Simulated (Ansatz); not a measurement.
Input and command of a calculation in Ansatz (plane waves; scalar-relativistic PAW potentials unless the input names others):

```yaml
crystal:
  lattice:
    - [-3.1475234177, 3.2479763569, 3.2479763569]
    - [3.1475234177, -3.2479763569, 3.2479763569]
    - [3.1475234177, 3.2479763569, -3.2479763569]
  atoms:
    - { symbol: Sn, position: [1.0, 0.25, 0.75] }
    - { symbol: Sn, position: [0.0, 0.75, 0.25] }
    - { symbol: Sn, position: [0.5, 0.5, 0.5] }
    - { symbol: Sn, position: [0.5, 0.0, 0.0] }
    - { symbol: O, position: [0.1946447404, 0.1946447404, 0.5] }
    - { symbol: O, position: [0.6946447404, 0.75, 0.9446447404] }
    - { symbol: O, position: [0.1946447404, 0.6946447404, 1.0] }
    - { symbol: O, position: [0.3053552596, 0.75, 0.5553552596] }
    - { symbol: O, position: [0.6946447404, 0.25, 0.4446447404] }
    - { symbol: O, position: [0.3053552596, 0.25, 0.0553552596] }
    - { symbol: O, position: [0.8053552596, 0.3053552596, 0.0] }
    - { symbol: O, position: [0.8053552596, 0.8053552596, 0.5] }
basis:
  ecutwfc: 420
kpoints:
  mp_grid: { grid: [6, 6, 6] }
hamiltonian:
  xc: pbe
  dispersion: d3bj
scf:
  occupations: { method: gaussian, width: 0.02 }
  mixing: { preconditioner: kerker_dos }
output:
  forces: true
  eigenvalues: true
  stress: true
relax:
  adjacent_minimum: "off"
  f_tol: 0.02
  max_steps: 30
  cell: { stress_tol: 0.1, fix: [volume] }
  max_displacement: 0.05
```

```bash
ansatz run input.yaml --threads 2 --pin off --max-ram 5120MiB --backend cpu --events-out ev --progress --plain --runs-dir out
```

Abridged log:
```
Pseudopotentials: kind: paw
Pseudopotential: Sn, paw, valence charge 14, recommended cutoff 420 eV (normal)
Pseudopotential: O, paw, valence charge 6, recommended cutoff 420 eV (normal)
Functional definition: PBE
Crystal: 12 atoms, lattice volume = 132.817 Å³
Basis set: ecut = 420 eV, 2595 PW (Γ), exchange–correlation on 80×80×80 points (8 copies of the dense FFT grid, shifted against one another)
Bands: 64, of which v1, the nominal top of the filled ones, is band 52 counted from 1 (51 counted from 0)
Symmetry: 32 space group operations
Space group: P42/mnm (ITA 136), of the structure as read, at distance tolerance 5.1e-5 Å
k-points: 30 of 216
Initial density: superposition of atomic densities (neutral atoms: chi_scale 0, normalization atom), corrected by the library's trained network
Initial wavefunctions: pseudopotential atomic-orbital guess
Functional: x = pbe(κ = 0.804, μ = 0.21951497), c = pbe(β = 0.06672455)
SCF iter   1: F=—  HF=-28637.339215 eV  |F-HF|=—  |Δ(HF+E_count)|=         —  Δρ=1.26e-3  dr2=6.29e-4  ethr=1.77e-3  ⟨swp⟩=6.1  Hψ=7692  notcnv=0  defer=29
SCF iter   2: F=—  HF=-28637.340462 eV  |F-HF|=—  |Δ(HF+E_count)|=   1.25e-3  Δρ=7.97e-4  dr2=2.88e-4  ethr=6.04e-7  ⟨swp⟩=3.3  Hψ=4553  notcnv=0  defer=151
SCF iter   3: F=—  HF=-28637.340901 eV  |F-HF|=—  |Δ(HF+E_count)|=   4.39e-4  Δρ=3.44e-4  dr2=6.91e-5  ethr=2.77e-7  ⟨swp⟩=3.0  Hψ=3771  notcnv=0  defer=151
SCF iter   4: F=—  HF=-28637.341070 eV  |F-HF|=—  |Δ(HF+E_count)|=   1.69e-4  Δρ=6.60e-5  dr2=3.21e-6  ethr=6.64e-8  ⟨swp⟩=2.0  Hψ=2465  notcnv=0  defer=151
SCF iter   5: F=—  HF=-28637.341074 eV  |F-HF|=—  |Δ(HF+E_count)|=   3.86e-6  Δρ=1.78e-5  dr2=2.39e-7  ethr=3.09e-9  ⟨swp⟩=2.1  Hψ=3040  notcnv=0  defer=151
SCF iter   6: F=-28637.341074 eV  HF=-28637.341074 eV  |F-HF|=2.62e-9  |Δ(HF+E_count)|=   4.35e-8  Δρ=2.13e-6  dr2=2.97e-9  ethr=9.62e-11  ⟨swp⟩=12.1  Hψ=9137  notcnv=0
SCF 1 converged in 6 iterations: F = -28637.341074 eV  dr2 = 2.97e-9
relax step   1: F+E_penalty+E_count = -28637.34107437 eV  Δ(F+E_penalty+E_count) = +0.000e0 eV  max|allowed force component| = 9.249e-2 eV/Å  Δτ_max = 0.0000 Å  P = +26.674 GPa  Ω = 132.817 Å³  fix = [volume]  reactions: volume +26.674 GPa (6 SCF iters, dr2 threshold 1.00e-7 eV, accepted)
Basis set: ecut = 420 eV, 2619 PW (Γ), exchange–correlation on 80×80×80 points (8 copies of the dense FFT grid, shifted against one another)
Initial density: handed on by an earlier stage of this run
Initial wavefunctions: those handed on with the density
SCF iter   1: F=—  HF=-28637.344828 eV  |F-HF|=—  |Δ(HF+E_count)|=         —  Δρ=5.96e-4  dr2=1.97e-4  ethr=1.75e-7  ⟨swp⟩=3.2  Hψ=8989  notcnv=0
   ...
SCF iter   1: F=—  HF=-28637.345405 eV  |F-HF|=—  |Δ(HF+E_count)|=         —  Δρ=7.65e-5  dr2=3.69e-7  ethr=1.02e-7  ⟨swp⟩=4.0  Hψ=14007  notcnv=0
SCF iter   2: F=—  HF=-28637.345511 eV  |F-HF|=—  |Δ(HF+E_count)|=   1.06e-4  Δρ=3.82e-5  dr2=9.08e-8  ethr=3.55e-10  ⟨swp⟩=2.8  Hψ=3695  notcnv=0
SCF iter   3: F=—  HF=-28637.345527 eV  |F-HF|=—  |Δ(HF+E_count)|=   1.54e-5  Δρ=6.58e-6  dr2=3.78e-8  ethr=8.73e-11  ⟨swp⟩=2.0  Hψ=2880  notcnv=0
SCF iter   4: F=-28637.345527 eV  HF=-28637.345527 eV  |F-HF|=4.80e-9  |Δ(HF+E_count)|=   3.34e-8  Δρ=1.04e-6  dr2=3.26e-10  ethr=1.00e-12  ⟨swp⟩=5.1  Hψ=8990  notcnv=0
SCF 4 converged in 4 iterations: F = -28637.345527 eV  dr2 = 3.26e-10
SCF converged after 4 iterations
Free energy (F): -28637.345527 eV
Harris-Foulkes:  -28637.345527 eV  (|F-HF|=4.80e-9)
Internal energy: -28637.345527 eV  (E = F + TS)
E sigma→0 (E₀):  -28637.345527 eV
Fermi energy:    11.728843 eV
  E_disp       = -2.894917  (pairwise vdW)
--- Forces (eV/Å), atoms counted from 1 ---
  atom   1  Sn     0.00000000     0.00000000     0.00000000
  atom   2  Sn     0.00000000     0.00000000     0.00000000
  atom   3  Sn     0.00000000     0.00000000     0.00000000
  atom   4  Sn     0.00000000     0.00000000     0.00000000
  atom   5  O      0.00000000     0.00000000    -0.01513308
  atom   6  O      0.00000000    -0.01513308     0.00000000
  atom   7  O      0.00000000     0.00000000    -0.01513308
  atom   8  O      0.00000000     0.01513308     0.00000000
  atom   9  O      0.00000000    -0.01513308     0.00000000
  atom  10  O      0.00000000     0.01513308     0.00000000
  atom  11  O      0.00000000     0.00000000     0.01513308
  atom  12  O      0.00000000     0.00000000     0.01513308
--- Stress (GPa, compression-positive) ---
       26.362886       0.000000       0.000000
        0.000000      26.358120       0.000000
        0.000000       0.000000      26.358120
  P = ⅓ Tr σ = 26.3597 GPa (263.597 kbar)
--- Relaxed structure (3 steps of the walk, 3 accepted, 1 SCFs on fresh bases) ---
  F+E_penalty+E_count = -28637.34552654 eV   max|allowed force component| = 1.513e-2 eV/Å   (the final SCF, on the basis selected at the relaxed cell)
  cell:  # Å, volume = 132.8173 Å³
    - [-3.16209793, 3.24048254, 3.24048254]
    - [3.16209793, -3.24048254, 3.24048254]
    - [3.16209793, 3.24048254, -3.24048254]
  atoms:
    - { symbol: Sn, position: [1.0, 0.25, 0.75] }
    - { symbol: Sn, position: [0.0, 0.75, 0.25] }
    - { symbol: Sn, position: [0.50000000, 0.5, 0.5] }
    - { symbol: Sn, position: [0.50000000, 0.0, 0.0] }
    - { symbol: O, position: [0.19485023, 0.19485023, 0.5] }
    - { symbol: O, position: [0.69485023, 0.74999999, 0.94485023] }
    - { symbol: O, position: [0.19485023, 0.69485023, 1.0] }
    - { symbol: O, position: [0.30514976, 0.75, 0.55514976] }
    - { symbol: O, position: [0.69485023, 0.25000000, 0.44485023] }
    - { symbol: O, position: [0.30514976, 0.25000000, 0.05514976] }
    - { symbol: O, position: [0.80514976, 0.30514976, 0.0] }
    - { symbol: O, position: [0.80514976, 0.80514976, 0.5] }
```

Apart from outputs and empty bands, the input differs from a reference run on usual settings in hamiltonian.dispersion: not typed → "d3bj"; scf.mixing.preconditioner: not typed → "kerker_dos"; relax.f_tol: 0.01 → 0.02; relax.max_displacement: not typed → 0.05. The reference, at the same start, ended its own course with pressure 29.96 GPa, largest force 0.000 eV/Å, gap on the mesh 2.08 eV. This run converged in 19 SCF iterations over all its steps (reference: 22) with an energy at zero smearing 241 meV/atom below the reference's (the Hamiltonian itself differs), pressure 26.36 GPa, largest force 0.015 eV/Å, gap on the mesh 2.08 eV.

Time: 35 s on 2 threads of Arm Neoverse V1 (shared host), peak memory 0.54 GiB.